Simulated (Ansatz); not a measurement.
Cohesive energies along group 13

These are results of DFT, RPBE, plane waves (420 eV) with PAW, scalar-relativistic (Ansatz 0.2.0), not measurements. (PAW data from PBE, frozen cores regenerated.)

The free atom is spin-polarised, without symmetry, in a box of 14 × 14.4 × 14.8 Å, in the lowest state that the tried spin starts reached (hybrids start from one state alone); no zero-point energy, no spin-orbit coupling, no dispersion.

(1) Rank by cohesive energy per atom, weakest first.
A. gallium (alpha-Ga (Cmce))
B. boron (alpha-rhombohedral (B12))
C. thallium (hcp)

Results:

(1) C (1.61 eV), A (2.24 eV), B (5.83 eV).
